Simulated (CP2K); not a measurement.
Runs of CP2K 2026.2 on KF (Carobbiite). The structure is cubic, space group Fm-3m (No. 225). The conventional cell has a = 5.344 Å, b = 5.344 Å, c = 5.344 Å, α = 90.00°, β = 90.00°, γ = 90.00°. K (site symmetry m-3m) has 6 F at 2.67 Å as nearest neighbours. F (site symmetry m-3m) has 6 K at 2.67 Å as nearest neighbours. 

| level | cutoff of the non-local correlation (Ry) | gap on the mesh (eV) | pressure (GPa) |
| --- | --- | --- | --- |
| r2SCAN | - | 6.72 | -0.3 |
| BLYP | - | 6.21 | 2.2 |
| PBEsol | - | 6.00 | (a) |
| BEEF-vdW | 300 | 6.49 | (c) |
| LDA | - | 5.72 | (b) |

Alike in all rows: task band structure; potentials or basis POTENTIAL_UZH K GTH-PBE-q9, F GTH-PBE-q7; TZVP-MOLOPT-PBE-GTH basis; no spin polarisation; cell as given; k mesh 9 × 9 × 9; smearing fermi-dirac 0.05 eV.

Estimate the missing entries.

(a) -0.4; (b) -3.1; (c) 2.7.

Caveats: the potentials were made for another functional, which shifts forces and pressure; the basis of atomic orbitals isn't converged, which shifts pressures, moduli and gaps.

Runs at the PBE level aren't shown here.
